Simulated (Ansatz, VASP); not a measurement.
## Li in VASP and in Ansatz

Contents of INCAR:

```
SYSTEM = Li
  PREC = Accurate
  ENCUT = 600
  EDIFF = 1E-6
  ISMEAR = 0
  SIGMA = 0.1
  LREAL = .FALSE.
  LASPH = .TRUE.
  NELM = 100
  ALGO = Normal
  ISIF = 3
  LWAVE = .FALSE.
  LCHARG = .FALSE.
  GGA = PE
  IBRION = 2
  NSW = 100
  EDIFFG = -0.01
```

Contents of KPOINTS:

```
Automatic mesh
0
G
  20 20 20
  0 0 0
```

POSCAR

```
Li
1.0
    2.7308644709      0.0000000000      0.0000000000
    0.0000000000      2.7308644709      0.0000000000
    0.0000000000      0.0000000000      2.7308644709
Li
1
Direct
    0.5000000000      0.5000000000      0.5000000000
```

Input for Ansatz:

```yaml
crystal:
  lattice:
    - [2.7308644709, 0.0, 0.0]
    - [0.0, 2.7308644709, 0.0]
    - [0.0, 0.0, 2.7308644709]
  atoms:
    - { symbol: Li, position: [0.5, 0.5, 0.5] }
basis:
  ecutwfc: 420
kpoints:
  mp_grid: { grid: [20, 20, 20] }
hamiltonian:
  xc: pbe
scf:
  occupations: { method: gaussian, width: 0.1 }
output:
  forces: true
  stress: true
  eigenvalues: true
relax:
  adjacent_minimum: "off"
  f_tol: 0.01
  max_steps: 80
  cell: { stress_tol: 0.05 }
```

Alike in both runs: task relaxation of cell and atoms; functional PBE; k mesh 20 × 20 × 20; occupations gaussian, width 0.1 eV; no spin polarisation.

|  | VASP | Ansatz |
| --- | --- | --- |
| version | VASP 6.6.1 | Ansatz 0.2.0 |
| potentials or method | VASP PAW PBE potentials, release 64 (Li_sv) | scalar-relativistic, plane waves, PAW |
| plane-wave cutoff (eV) | 600 | 420 |
| valence electrons in the cell | 3 | 3 |

|  | VASP | Ansatz | Ansatz less VASP |
| --- | --- | --- | --- |
| gap on the k mesh at the Fermi level, each at its own relaxed structure (eV) | none | none | - |
| relaxed volume (Å³/atom) | 20.33 | 20.37 | +0.035 |
| relaxed cell length with the largest relative difference (Å) | 2.729 | 2.731 | +0.0016 |

A gap of «none» marks a metal or a gap that the smearing closes.

Caveats: the cutoff is under 1.25 times the usual one of these potentials, so pressure, stress and relaxed cells hold a basis-set (Pulay) error (VASP).
